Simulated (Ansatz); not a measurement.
Starting cell, InN (wurtzite):

```yaml
crystal:
  lattice:
    - [3.58053, 0.00000, 0.00000]
    - [-1.79026, 3.10083, 0.00000]
    - [0.00000, 0.00000, 11.57558]
  atoms:
    - { symbol: In, position: [0.66667, 0.33333, 0.25099] }
    - { symbol: In, position: [0.66667, 0.33333, 0.75099] }
    - { symbol: In, position: [0.33333, 0.66667, 0.00099] }
    - { symbol: In, position: [0.33333, 0.66667, 0.50099] }
    - { symbol: N, position: [0.66667, 0.33333, 0.06161] }
    - { symbol: N, position: [0.66667, 0.33333, 0.56161] }
    - { symbol: N, position: [0.33333, 0.66667, 0.31161] }
    - { symbol: N, position: [0.33333, 0.66667, 0.81161] }
```

A phonon eigenvector at A = (0.0, 0.0, 0.5) is frozen into this cell: atom i moves by Q times the vector below, so Q is the largest atomic displacement, in Å. The cell is held. It is one choice among 2 degenerate patterns. (q is in reciprocal vectors of the primitive cell; the cell shown is doubled to hold the pattern.)

| atom | x | y | z |
|---|---|---|---|
| In1 | 0.000 | 0.000 | -0.107 |
| In2 | 0.000 | 0.000 | 0.107 |
| In3 | 0.000 | 0.000 | 0.036 |
| In4 | 0.000 | 0.000 | -0.036 |
| N5 | 0.000 | 0.000 | 0.704 |
| N6 | 0.000 | 0.000 | -0.704 |
| N7 | 0.000 | 0.000 | 1.000 |
| N8 | 0.000 | 0.000 | -1.000 |

The numbers are results of PBE (plane waves to 420 eV, PAW, scalar-relativistic; Ansatz, a quantum-chemistry and plane-wave program), not measurements. k mesh 11×11×3 (Γ-centred), Fermi-Dirac smearing 0.05 eV. The energy includes the smearing's −TS. With partly filled bands, energies and forces of such displacements shift with the k mesh and the smearing. At this level the bands of InN touch or barely overlap; measurements give the solid a gap. InN was relaxed with its symmetry unable to fall. ΔE is measured from the undisplaced structure. The last digit holds for this mesh only.

```json
[
 {"Q (Å)": "-0.2800", "ΔE (meV/cell)": "2014.4"},
 {"Q (Å)": "-0.2333", "ΔE (meV/cell)": "withheld"},
 {"Q (Å)": "-0.1867", "ΔE (meV/cell)": "878.4"},
 {"Q (Å)": "-0.1400", "ΔE (meV/cell)": "490.5"},
 {"Q (Å)": "-0.0933", "ΔE (meV/cell)": "216.7"},
 {"Q (Å)": "-0.0467", "ΔE (meV/cell)": "54.0"},
 {"Q (Å)": "0.0000", "ΔE (meV/cell)": "0.0"},
 {"Q (Å)": "0.0467", "ΔE (meV/cell)": "54.0"},
 {"Q (Å)": "0.0933", "ΔE (meV/cell)": "216.7"},
 {"Q (Å)": "0.1400", "ΔE (meV/cell)": "490.5"},
 {"Q (Å)": "0.1867", "ΔE (meV/cell)": "878.4"},
 {"Q (Å)": "0.2333", "ΔE (meV/cell)": "withheld"},
 {"Q (Å)": "0.2800", "ΔE (meV/cell)": "2014.4"}
]
```

Task: Fit an even polynomial form (powers 2, 4) to the given rows and predict ΔE at Q = 0.2333.

Result: Least squares on the 11 given rows: ΔE = (24800)·Q² + (11370)·Q⁴, in meV/cell with Q in Å; root-mean-square residual 0.12 meV/cell. At 0.2333 the fit gives 1383.5 meV/cell; the calculation gives 1384.4 meV/cell, so the interpolation is off by -0.9 (-0.1 %). The quadratic term alone would give 1349.8 meV/cell.

(For displaced atoms, the force is minus the slope of the energy, and its curvature is a force constant, which sets phonon frequencies.)
